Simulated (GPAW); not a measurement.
# Ga (Cmcm) in GPAW: a series of runs

Aim: see how the results for Ga move with the level of theory and the settings. Levels: PBEsol, PBEsol+D3. Tasks: relaxation of cell and atoms.

All numbers are computed with GPAW 26.7.0; they aren't measurements. Logs are shortened: lines on timing, memory, paths and dates and some standing lists are left out, and cuts for length are marked. The log counts tension as positive stress, the text compression.

### Step 1. The crystal as given

The structure is orthorhombic, space group Cmcm (No. 63). Conventional cell: a = 7.634 Å, b = 4.653 Å, c = 4.488 Å, α = 90.00°, β = 90.00°, γ = 90.00°. Ga (site symmetry m) is surrounded by 7 Ga at 2.48 to 2.76 Å.

This isn't the form of Ga at room conditions, which is orthorhombic.

### Step 2. Relaxation of cell and atoms, PBEsol

run.py

```python
from ase import Atoms
from ase.filters import FrechetCellFilter
from ase.io import write
from ase.optimize import BFGS
from gpaw import GPAW, PW, setup_paths

setup_paths.insert(0, '.')

atoms = Atoms(['Ga', 'Ga', 'Ga', 'Ga'],
              cell=[[3.81695661, -2.32662955, 0.0],
                    [3.81695661, 2.32662955, 0.0],
                    [0.0, 0.0, 4.488254]],
              scaled_positions=[[0.66555049, 0.00968539, 0.25],
                                [0.00968539, 0.66555049, 0.75],
                                [0.33444951, 0.99031461, 0.75],
                                [0.99031461, 0.33444951, 0.25]],
              pbc=True)

calc = GPAW(mode=PW(600),
            xc='PBEsol',
            kpts={'size': (6, 6, 5), 'gamma': True},
            occupations={'name': 'fermi-dirac', 'width': 0.05},
            nbands=16,
            convergence={'density': 1e-05, 'forces': 0.0001},
            maxiter=150,
            txt='gpaw.txt')
atoms.calc = calc
opt = BFGS(FrechetCellFilter(atoms), trajectory='relax.traj', logfile='-')
done = opt.run(fmax=0.02, steps=60)
calc.write('gs.gpw')
write('result.traj', atoms)
print('Converged:', done)
print('Cell:', atoms.cell.cellpar().round(4))
print('Volume:', round(atoms.get_volume(), 4))
print(atoms.get_scaled_positions().round(5))
```

Potentials or basis: PAW data sets generated in the run's folder for this functional, pw.

Run with:

```console
$ gpaw-setup -f PBEsol Ga
$ OMP_NUM_THREADS=1 python run.py
```

gpaw.txt:

```text
__  _  _
 | _ |_)|_||  |
 |__||  | ||/\| - 26.7.0

Input parameters:
  mode=PW(ecut=600.0),
  convergence={'density': 1e-05, 'forces': 0.0001},
  kpts=MonkhorstPack(size=(6, 6, 5), gamma=True),
  maxiter=150,
  nbands=16,
  occupations=Occupations(name='fermi-dirac', width=0.05),
  xc=XC(name='PBEsol')

Diagonalizing LCAO Hamiltonian
Converting LCAO to pw mode

         Ga    Ga

       Ga    Ga

Atoms  # Å, Bohr magnetons
|   | symbol |        x |         y |        z |    initial magnetic moments |
|---|--------|----------|-----------|----------|-----------------------------|
| 0 |     Ga | 2.577346 | -1.525955 | 1.122064 | ( 0.0000,  0.0000,  0.0000) |
| 1 |     Ga | 2.577346 |  1.525955 | 3.366191 | ( 0.0000,  0.0000,  0.0000) |
| 2 |     Ga | 5.056567 |  1.525955 | 3.366191 | ( 0.0000,  0.0000,  0.0000) |
| 3 |     Ga | 5.056567 | -1.525955 | 1.122064 | ( 0.0000,  0.0000,  0.0000) |

Unit cell  # Å
| periodic |        x |         y |        z |  lengths |    angles |
|----------|----------|-----------|----------|----------|-----------|
|      yes | 3.816957 | -2.326630 | 0.000000 | 4.470164 | 90.000000 |
|      yes | 3.816957 |  2.326630 | 0.000000 | 4.470164 | 90.000000 |
|      yes | 0.000000 |  0.000000 | 4.488254 | 4.488254 | 62.728872 |

Number of symmetries: 4
Symmetry operations  # r_c * U_cc + t_c -> r_c
|   | kind |            matrix            |
|---|------|------------------------------|
| 0 |  E   |  1, 0, 0,  0, 1, 0,  0, 0, 1 |
| 1 |  C2  |  0, 1, 0,  1, 0, 0,  0, 0,-1 |
| 2 |  σ   |  0,-1, 0, -1, 0, 0,  0, 0, 1 |
| 3 |  i   | -1, 0, 0,  0,-1, 0,  0, 0,-1 |
[... 109 lines left out ...]
SCF iterations
|iter     | |      energy | eigst |  dens |force |
|---------|-|-------------|-------|-------|------|
|iter:   1| |  -13.307411 | -0.71 |       |      |
|iter:   2| |  -13.306823 | -3.17 | -0.96 |      |
|iter:   3| |  -13.292476 | -3.11 | -0.98 |      |
|iter:   4| |  -13.291921 | -3.93 | -1.49 |      |
|iter:   5| |  -13.291965c| -5.71 | -2.60 |      |
|iter:   6| |  -13.291972c| -6.98 | -3.10 |      |
|iter:   7| |  -13.291972c| -8.24c| -3.97 |      |
|iter:   8| |  -13.291972c| -8.68c| -4.78 |      |
|iter:   9| |  -13.291972c| -9.49c| -5.70c|      |
|iter:  10| |  -13.291972c|-10.21c| -6.24c|-5.41c|

Converged in 10 steps
Energy contributions relative to reference atoms: (reference = -211377.741574)

Energy contributions:
  Kinetic:          46.320681
  Coulomb:         -37.544398
  Zero:              0.048335
  External:          0.000000
  Xc:              -22.112644
  Entropy:          -0.007891
  Spinorbit:         0.000000
  ----------------------------
  Free energy:     -13.295918
  Extrapolated:    -13.291972
[... 253 lines left out ...]
Atoms  # Å, Bohr magnetons
|   | symbol |        x |         y |        z |    initial magnetic moments |
|---|--------|----------|-----------|----------|-----------------------------|
| 0 |     Ga | 2.600485 | -1.510340 | 1.132188 | ( 0.0000,  0.0000,  0.0000) |
| 1 |     Ga | 2.600485 |  1.510340 | 3.396562 | ( 0.0000,  0.0000,  0.0000) |
| 2 |     Ga | 5.095533 |  1.510340 | 3.396562 | ( 0.0000,  0.0000,  0.0000) |
| 3 |     Ga | 5.095533 | -1.510340 | 1.132188 | ( 0.0000,  0.0000,  0.0000) |

Unit cell  # Å
| periodic |         x |         y |         z |  lengths |    angles |
|----------|-----------|-----------|-----------|----------|-----------|
|      yes |  3.848009 | -2.320170 | -0.000000 | 4.493369 | 89.999993 |
|      yes |  3.848009 |  2.320170 |  0.000000 | 4.493369 | 90.000007 |
|      yes | -0.000000 |  0.000001 |  4.528750 | 4.528750 | 62.176042 |

Number of symmetries: 4
Symmetry operations  # r_c * U_cc + t_c -> r_c
|   | kind |            matrix            |
|---|------|------------------------------|
| 0 |  E   |  1, 0, 0,  0, 1, 0,  0, 0, 1 |
| 1 |  C2  |  0, 1, 0,  1, 0, 0,  0, 0,-1 |
| 2 |  σ   |  0,-1, 0, -1, 0, 0,  0, 0, 1 |
| 3 |  i   | -1, 0, 0,  0,-1, 0,  0, 0,-1 |
[... 160 lines left out ...]
No gap
No difference between direct/indirect transitions

Stress tensor  # eV/Ang^3
|        x |         y |         z |
|----------|-----------|-----------|
| 0.001859 |  0.000000 |  0.000000 |
| 0.000000 |  0.005407 | -0.000000 |
| 0.000000 | -0.000000 | -0.000079 |

Forces  # eV/Ang
|        x |        y |        z |
|----------|----------|----------|
|  0.03950 |  0.00896 | -0.00000 |  # Ga   0
|  0.03950 | -0.00896 |  0.00000 |  # Ga   1
| -0.03950 | -0.00896 |  0.00000 |  # Ga   2
| -0.03950 |  0.00896 | -0.00000 |  # Ga   3
[... 7 lines left out ...]
Atoms  # Å, Bohr magnetons
|   | symbol |        x |         y |        z |    initial magnetic moments |
|---|--------|----------|-----------|----------|-----------------------------|
| 0 |     Ga | 2.603182 | -1.507933 | 1.133272 | ( 0.0000,  0.0000,  0.0000) |
| 1 |     Ga | 2.603182 |  1.507934 | 3.399815 | ( 0.0000,  0.0000,  0.0000) |
| 2 |     Ga | 5.098350 |  1.507934 | 3.399815 | ( 0.0000,  0.0000,  0.0000) |
| 3 |     Ga | 5.098350 | -1.507933 | 1.133272 | ( 0.0000,  0.0000,  0.0000) |

Unit cell  # Å
| periodic |         x |         y |         z |  lengths |    angles |
|----------|-----------|-----------|-----------|----------|-----------|
|      yes |  3.850766 | -2.318529 | -0.000000 | 4.494883 | 89.999992 |
|      yes |  3.850766 |  2.318529 |  0.000000 | 4.494883 | 90.000008 |
|      yes | -0.000000 |  0.000001 |  4.533087 | 4.533087 | 62.103922 |

Number of symmetries: 4
Symmetry operations  # r_c * U_cc + t_c -> r_c
|   | kind |            matrix            |
|---|------|------------------------------|
| 0 |  E   |  1, 0, 0,  0, 1, 0,  0, 0, 1 |
| 1 |  C2  |  0, 1, 0,  1, 0, 0,  0, 0,-1 |
| 2 |  σ   |  0,-1, 0, -1, 0, 0,  0, 0, 1 |
| 3 |  i   | -1, 0, 0,  0,-1, 0,  0, 0,-1 |
[... 109 lines left out ...]
SCF iterations
|iter     | |      energy | eigst |  dens |force |
|---------|-|-------------|-------|-------|------|
|iter:   1| |  -13.298595 | -3.80 |       |      |
|iter:   2| |  -13.298579 | -6.64 | -2.60 |      |
|iter:   3| |  -13.298481c| -5.65 | -2.64 |      |
|iter:   4| |  -13.298479c| -7.11 | -3.33 |      |
|iter:   5| |  -13.298480c| -8.22c| -3.96 |      |
|iter:   6| |  -13.298480c| -9.05c| -4.81 |      |
|iter:   7| |  -13.298480c| -9.54c| -5.38c|      |
|iter:   8| |  -13.298480c|-10.19c| -6.41c|-5.78c|

Converged in 8 steps
Energy contributions relative to reference atoms: (reference = -211377.741574)

Energy contributions:
  Kinetic:          42.358948
  Coulomb:         -34.268673
  Zero:              0.045953
  External:          0.000000
  Xc:              -21.430962
  Entropy:          -0.007491
  Spinorbit:         0.000000
  ----------------------------
  Free energy:     -13.302225
  Extrapolated:    -13.298480
[... 24 lines left out ...]
No gap
No difference between direct/indirect transitions

Stress tensor  # eV/Ang^3
|        x |         y |         z |
|----------|-----------|-----------|
| 0.002286 |  0.000000 |  0.000000 |
| 0.000000 |  0.005704 | -0.000000 |
| 0.000000 | -0.000000 |  0.000519 |

Forces  # eV/Ang
|        x |        y |        z |
|----------|----------|----------|
|  0.03484 |  0.00656 | -0.00000 |  # Ga   0
|  0.03484 | -0.00656 |  0.00000 |  # Ga   1
| -0.03484 | -0.00656 |  0.00000 |  # Ga   2
| -0.03484 |  0.00656 | -0.00000 |  # Ga   3
[... 7 lines left out ...]
Atoms  # Å, Bohr magnetons
|   | symbol |        x |         y |        z |    initial magnetic moments |
|---|--------|----------|-----------|----------|-----------------------------|
| 0 |     Ga | 2.614235 | -1.495894 | 1.137509 | ( 0.0000,  0.0000,  0.0000) |
| 1 |     Ga | 2.614235 |  1.495895 | 3.412525 | ( 0.0000,  0.0000,  0.0000) |
| 2 |     Ga | 5.105537 |  1.495895 | 3.412525 | ( 0.0000,  0.0000,  0.0000) |
| 3 |     Ga | 5.105537 | -1.495894 | 1.137509 | ( 0.0000,  0.0000,  0.0000) |

Unit cell  # Å
| periodic |         x |         y |         z |  lengths |    angles |
|----------|-----------|-----------|-----------|----------|-----------|
|      yes |  3.859886 | -2.308766 | -0.000000 | 4.497679 | 89.999988 |
|      yes |  3.859886 |  2.308766 |  0.000000 | 4.497679 | 90.000012 |
|      yes | -0.000000 |  0.000001 |  4.550034 | 4.550034 | 61.770961 |

Number of symmetries: 4
Symmetry operations  # r_c * U_cc + t_c -> r_c
|   | kind |            matrix            |
|---|------|------------------------------|
| 0 |  E   |  1, 0, 0,  0, 1, 0,  0, 0, 1 |
| 1 |  C2  |  0, 1, 0,  1, 0, 0,  0, 0,-1 |
| 2 |  σ   |  0,-1, 0, -1, 0, 0,  0, 0, 1 |
| 3 |  i   | -1, 0, 0,  0,-1, 0,  0, 0,-1 |
[... 160 lines left out ...]
No gap
No difference between direct/indirect transitions

Stress tensor  # eV/Ang^3
|        x |         y |         z |
|----------|-----------|-----------|
| 0.002799 |  0.000000 |  0.000000 |
| 0.000000 |  0.006333 | -0.000000 |
| 0.000000 | -0.000000 |  0.002686 |

Forces  # eV/Ang
|        x |        y |        z |
|----------|----------|----------|
| -0.00546 |  0.00010 | -0.00000 |  # Ga   0
| -0.00546 | -0.00010 |  0.00000 |  # Ga   1
|  0.00546 | -0.00010 |  0.00000 |  # Ga   2
|  0.00546 |  0.00010 | -0.00000 |  # Ga   3
[... 139 lines left out ...]
SCF iterations
|iter     | |      energy | eigst |  dens |force |
|---------|-|-------------|-------|-------|------|
|iter:   1| |  -13.302979 | -2.93 |       |      |
|iter:   2| |  -13.302812 | -5.68 | -2.16 |      |
|iter:   3| |  -13.301850c| -4.67 | -2.19 |      |
|iter:   4| |  -13.301833c| -6.34 | -2.91 |      |
|iter:   5| |  -13.301833c| -7.35 | -3.48 |      |
|iter:   6| |  -13.301833c| -8.12c| -4.37 |      |
|iter:   7| |  -13.301833c| -8.67c| -4.88 |      |
|iter:   8| |  -13.301833c| -9.34c| -5.92c|      |
|iter:   9| |  -13.301833c|-10.02c| -6.36c|-5.15c|

Converged in 9 steps
Energy contributions relative to reference atoms: (reference = -211377.741574)

Energy contributions:
  Kinetic:          41.845136
  Coulomb:         -33.848081
  Zero:              0.046197
  External:          0.000000
  Xc:              -21.342266
  Entropy:          -0.005638
  Spinorbit:         0.000000
  ----------------------------
  Free energy:     -13.304652
  Extrapolated:    -13.301833
[... 24 lines left out ...]
No gap
No difference between direct/indirect transitions

Stress tensor  # eV/Ang^3
|        x |         y |         z |
|----------|-----------|-----------|
| 0.001820 |  0.000000 |  0.000000 |
| 0.000000 |  0.005782 | -0.000000 |
| 0.000000 | -0.000000 |  0.003337 |

Forces  # eV/Ang
|        x |        y |        z |
|----------|----------|----------|
| -0.03970 |  0.00062 | -0.00000 |  # Ga   0
| -0.03970 | -0.00062 |  0.00000 |  # Ga   1
|  0.03970 | -0.00062 |  0.00000 |  # Ga   2
|  0.03970 |  0.00062 | -0.00000 |  # Ga   3
[... 817 lines left out ...]
Forces  # eV/Ang
|        x |        y |        z |
|----------|----------|----------|
| -0.00546 |  0.00655 |  0.00000 |  # Ga   0
| -0.00546 | -0.00655 | -0.00000 |  # Ga   1
|  0.00546 | -0.00655 | -0.00000 |  # Ga   2
|  0.00546 |  0.00655 |  0.00000 |  # Ga   3

# Writing to gs.gpw (mode='')
```

Run time: 5.7 min. Hardware: 1 thread of Arm Neoverse V1, shared host; peak memory 0.38 GiB.

What came out:

```
Free energy                            : -13.3070 eV
Relaxed volume                         : 20.00 Å³/atom
Relaxed cell                           : a = 4.480 Å, b = 4.480 Å, c = 4.551 Å, α = 90.00°, β = 90.00°, γ = 61.19°
Space group after relaxing (to 0.05 Å) : Cmcm (No. 63)
Energy gained by relaxing              : 3.1 meV/atom
Ionic steps                            : 10
Pressure after relaxing                : 0.0 GPa
Largest force after relaxing           : 0.009 eV/Å
Band gap on the k mesh                 : none (metal or under the smearing width)
```

Forces on the atoms (eV/Å):
```
Ga  -0.005  0.007  0.000
Ga  -0.005 -0.007  0.000
Ga   0.005 -0.007  0.000
Ga   0.005  0.007  0.000
```

Step by step:
| step | energy change (eV) | largest force (eV/Å) | pressure (GPa) | volume (Å³) |
| --- | --- | --- | --- | --- |
| 1 | 0.0000 | 0.0425 | 0.60 | 79.72 |
| 2 | -0.0006 | 0.0410 | 0.54 | 79.78 |
| 3 | -0.0061 | 0.0405 | -0.38 | 80.87 |
| 4 | -0.0065 | 0.0355 | -0.45 | 80.94 |
| 5 | -0.0085 | 0.0055 | -0.63 | 81.10 |
| 6 | -0.0099 | 0.0397 | -0.58 | 80.97 |
| 7 | -0.0112 | 0.0685 | -0.34 | 80.59 |
| 8 | -0.0119 | 0.0624 | -0.11 | 80.25 |
| 9 | -0.0124 | 0.0333 | 0.04 | 80.03 |
| 10 | -0.0126 | 0.0085 | 0.05 | 80.02 |

Final structure:
```
Ga
1.0
     3.85598   -2.27984    0.00000
     3.85598    2.27984    0.00000
     0.00000    0.00000    4.55103
Ga
4
Direct
  0.66176 0.01656 0.25000
  0.01656 0.66176 0.75000
  0.33824 0.98344 0.75000
  0.98344 0.33824 0.25000
```

Caveat: later steps reuse the first step's grids.

### Step 3. Relaxation of cell and atoms, PBEsol+D3

run.py: that of step 2 with these lines changed.

```diff
@@ -1,2 +1,3 @@
 from ase import Atoms
+from ase.calculators.mixing import SumCalculator
 from ase.filters import FrechetCellFilter
@@ -4,2 +5,3 @@
 from ase.optimize import BFGS
+from dftd3.ase import DFTD3
 from gpaw import GPAW, PW, setup_paths
@@ -26,3 +28,3 @@
             txt='gpaw.txt')
-atoms.calc = calc
+atoms.calc = SumCalculator([calc, DFTD3(method='pbesol', damping='d3zero')])
 opt = BFGS(FrechetCellFilter(atoms), trajectory='relax.traj', logfile='-')
```

Potentials or basis: PAW data sets generated in the run's folder for this functional, pw.

Run with:

```console
$ gpaw-setup -f PBEsol Ga
$ OMP_NUM_THREADS=1 python run.py
```

Wall time 5 min (1 thread of Arm Neoverse V1, shared host); peak memory 0.42 GiB.

Results (log left out):

| Property | Result |
| --- | --- |
| Free energy | -13.9027 eV |
| Relaxed volume | 19.61 Å³/atom |
| Relaxed cell | a = 4.459 Å, b = 4.459 Å, c = 4.514 Å, α = 90.00°, β = 90.00°, γ = 60.93° |
| Space group after relaxing (to 0.05 Å) | Cmcm (No. 63) |
| Energy gained by relaxing | 3.8 meV/atom |
| Ionic steps | 9 |
| Pressure after relaxing | 0.0 GPa |
| Largest force after relaxing | 0.013 eV/Å |
| Band gap on the k mesh | none (metal or under the smearing width) |
| Dispersion energy per atom | -0.150 eV |

Forces in eV/Å, atoms in the order of the input:
```
Ga   0.010  0.008  0.000
Ga   0.010 -0.008  0.000
Ga  -0.010 -0.008  0.000
Ga  -0.010  0.008  0.000
```

Stress tensor (GPa, compression positive):
```
 0.00  0.00  0.00
 0.00  0.02  0.00
 0.00  0.00 -0.12
```

Step by step:
| step | energy change (eV) | largest force (eV/Å) | pressure (GPa) | volume (Å³) |
| --- | --- | --- | --- | --- |
| 1 | 0.0000 | 0.0324 | -0.64 | 79.72 |
| 2 | -0.0006 | 0.0316 | -0.60 | 79.65 |
| 3 | -0.0075 | 0.0942 | 0.46 | 78.17 |
| 4 | -0.0082 | 0.0797 | 0.46 | 78.16 |
| 5 | -0.0119 | 0.0663 | 0.53 | 77.94 |
| 6 | -0.0124 | 0.0588 | 0.46 | 78.01 |
| 7 | -0.0152 | 0.0102 | -0.02 | 78.42 |
| 8 | -0.0152 | 0.0103 | -0.02 | 78.43 |
| 9 | -0.0153 | 0.0125 | -0.03 | 78.43 |

Final structure:
```
CELL_PARAMETERS angstrom
3.84300 -2.26055 0.00000
3.84300 2.26055 0.00000
0.00000 0.00000 4.51432
ATOMIC_POSITIONS crystal
Ga 0.66061 0.01825 0.25000
Ga 0.01825 0.66061 0.75000
Ga 0.33939 0.98175 0.75000
Ga 0.98175 0.33939 0.25000
```

Levels at points of the mesh, in eV from the Fermi level:
| k point | band 2 | band 3 | band 4 | band 5 | band 6 | band 7 | band 8 | band 9 | band 10 | band 11 |
| --- | --- | --- | --- | --- | --- | --- | --- | --- | --- | --- |
| (0.00, 0.00, 0.00) | -4.34 | -3.51 | -2.40 | -2.02 | -1.29 | 0.62 | 0.97 | 2.23 | 4.59 | 4.88 |
| (0.50, 0.00, 0.00) | -8.43 | -3.47 | -3.32 | -1.41 | -0.51 | -0.47 | -0.31 | 3.50 | 4.35 | 5.56 |
| (0.50, 0.50, 0.00) | -7.49 | -4.31 | -2.95 | -2.01 | -2.00 | 0.32 | 1.01 | 3.41 | 3.67 | 5.33 |

Caveat: later steps reuse the first step's grids; pairwise dispersion overbinds metals, which lowers pressure and volume.
